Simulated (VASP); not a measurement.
A run of VASP 6.6.1 is set up as follows.

Contents of INCAR:

```
SYSTEM = CuO
ALGO     = Normal         ! electronic algorithm
EDIFF    = 1E-7           ! SCF threshold, eV
ENCUT    = 520            ! plane-wave cutoff, eV
GGA      = PS             ! functional
ISIF     = 2              ! what is computed and relaxed
ISMEAR   = -1             ! smearing method
LASPH    = .TRUE.         ! aspherical terms in the spheres
LCHARG   = .TRUE.         ! write CHGCAR
LELF     = .TRUE.         ! ELF
LREAL    = .FALSE.        ! projectors in reciprocal space
LVHAR    = .TRUE.       
LWAVE    = .FALSE.        ! write WAVECAR
NBANDS   = 25             ! bands
NELM     = 100            ! most SCF steps
PREC     = Accurate       ! precision mode
SIGMA    = 0.05           ! smearing width, eV
```

Contents of KPOINTS:

```
k-points
0
G
  10 10 5
  0 0 0
```

POSCAR

```
CuO
1.0
    2.3446500000     -1.7134000000      0.0000000000
    2.3446500000      1.7134000000      0.0000000000
   -0.8605543552      0.0000000000      5.0594363927
Cu O
2 2
Direct
    0.5057020000     -0.0099960000      0.4952360000
    0.0115430000      0.5010150000     -0.0027230000
    0.4001180000      0.5775250000      0.7609880000
    0.5763470000      0.4140770000      0.2581400000
```

Potentials or basis: VASP PAW PBE potentials, release 64 (Cu, O).

The run is started by

```sh
$ cat potpaw_PBE.64/Cu/POTCAR potpaw_PBE.64/O/POTCAR > POTCAR
$ mpirun -np 1 vasp_std > vasp.out
```

Question: What does it give for the band gap on the k mesh?

Answer: None (metal or under the smearing width).

Question: Predict the largest force.

Answer: 1.582 eV/Å.

Question: Estimate the pressure.

Answer: -1.2 GPa.

Stress tensor (GPa, compression positive):
```
-0.91 -0.02 -2.17
-0.02  0.00  0.71
-2.17  0.71 -2.71
```

Caveat: the PAW data sets were made with another functional, which shifts forces and pressure a little; the run has no spin polarisation, though such a crystal can be magnetic; semilocal functionals often make such compounds metallic where correlation or magnetic order opens a gap, which also shifts bond lengths.
